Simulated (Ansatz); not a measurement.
## Sb: one input, then a changed one

The cell is COD entry 9013008, as deposited and not checked against the literature; nothing was relaxed. The listed cell was then made from it by scaling, straining or moving an atom.

First run: DFT, PBE, PAW with Ansatz's default frozen-core files, scalar-relativistic (Ansatz 0.2.0).

Command: `ansatz run input.yaml --threads 1 --pin off --max-ram 2048MiB --backend cpu --events-out ev --progress --plain --runs-dir out` The run took 5.2 s on 1 thread of Arm Neoverse V1 (shared host), peak memory 0.37 GiB.

```yaml
crystal:
  lattice:
    - [3.0986349352, 0.0, 0.0]
    - [0.0, 3.0986349352, 0.0]
    - [0.0, 0.0, 3.2864]
  atoms:
    - { symbol: Sb, position: [0.0, 0.0, 0.0] }
kpoints:
  mp_grid: { grid: [13, 13, 13] }
scf:
  occupations: { method: fermi_dirac, width: 0.05 }
hamiltonian:
  xc: pbe
  pseudopotentials: { kind: paw }
output:
  forces: true
  stress: true
  eigenvalues: true
  efg: { contact_densities: true }
```

Result: converged; pressure -2.19 GPa; 6 SCF iterations.

No spin–orbit coupling, which matters for the heavy atoms here.

The input is then changed:

```diff
@@ -9,5 +9,5 @@
   mp_grid: { grid: [13, 13, 13] }
 scf:
-  occupations: { method: fermi_dirac, width: 0.05 }
+  occupations: { method: cold, width: 0.05 }
 hamiltonian:
   xc: pbe
```

Problem. What does the second run give?

Solution. It converged; energy at zero smearing +0.1 meV/atom from the first run; pressure -2.23 GPa; 6 SCF iterations.

The results part of its log:

```
SCF 1 converged in 6 iterations: F = -6484.413151 eV  dr2 = 6.31e-8
  greatest PAW one-centre occupation: 0.996 electrons in one spin orbital (limit 2), on the Sb atom at site 0 (counted from 0), in its partial waves of l = 2
SCF converged after 6 iterations
Stability not checked: this state was not tested for a lower state beside it, because cold or Methfessel-Paxton smearing, or corrected tetrahedra, fill the levels in a way that the test cannot read (fill_not_monotonic; see scf.lower_state_search)
Free energy (F): -6484.413151 eV
Harris-Foulkes:  -6484.413151 eV  (|F-HF|=6.53e-8)
Internal energy: -6484.412886 eV  (E = F + TS)
E sigma→0 (E₀):  -6484.413063 eV
Entropy (-TS):   -0.000265 eV (-0.265 meV/atom)
Fermi energy:    9.175740 eV
--- Per-component energies (eV) ---
  E_band       = -178.396701
  E_kinetic    = 205.818122
  E_local      = -1615.964774  (includes V_loc(G=0)·N_el)
  E_nonlocal   = 361.869550
  E_hartree    = 729.695624
  E_xc         = -137.958241
  E_vxc        = -95.592618  (∫ρ·V_xc dr)
  E_paw        = -4575.057566  (= ΣΔE_a)
  E_vpaw       = -493.928841  (= ΣTr[D̂ρ^β])
  E_aug_tail   = -0.000002  (compensation charges beyond the density's cutoff)
  E_ewald      = -1452.815601
  E_smearing   = -0.000265  (= −TS)
  E_closure    = 0.000000  (closes the sum)
  Σ components = -6484.413151   (vs F -6484.413151, Δ=0.00e0)
--- Forces (eV/Å), atoms counted from 1 ---
  atom   1  Sb    -0.00000000     0.00000000    -0.00000000
  max |Σ_I F_I| component: 1.97e-31 eV/Å
--- Stress (GPa, compression-positive) ---
       -0.309675       0.000000       0.000000
        0.000000      -0.309675       0.000000
        0.000000       0.000000      -6.063655
  P = ⅓ Tr σ = -2.2277 GPa (-22.277 kbar)
--- PAW observables at the nuclei: V_zz in 10²¹ V/m², potentials from the cell's mean, atoms counted from 1 ---
  atom   1  Sb V_zz =    -0.694498   η = 0.0000   by run symmetry: allowed
            electrostatic potential = -8408.924965 V   contact ρ = 1350125.843293 e/Å³
--- Band table (eV; the first three rows and the last of 196) ---
  k-point 0: bands = ["-20.0321", "-19.9780", "-19.8564", "-19.8563", "-19.8563", "-2.8653", "11.2613", "12.7690", "12.7690", "15.4342", "16.5691", "17.4691"]
  k-point 1: bands = ["-20.0320", "-19.9731", "-19.8577", "-19.8577", "-19.8563", "-2.7957", "10.4132", "12.8347", "12.8347", "16.3974", "16.6311", "17.5711"]
  k-point 2: bands = ["-20.0314", "-19.9595", "-19.8613", "-19.8613", "-19.8560", "-2.5908", "8.8523", "13.0252", "13.0252", "16.8156", "17.5890", "18.5871"]
  k-point 195: bands = ["-19.9516", "-19.9256", "-19.9256", "-19.8021", "-19.7868", "4.0321", "7.3726", "7.4886", "8.2109", "13.8687", "14.2506", "14.3824"]
```
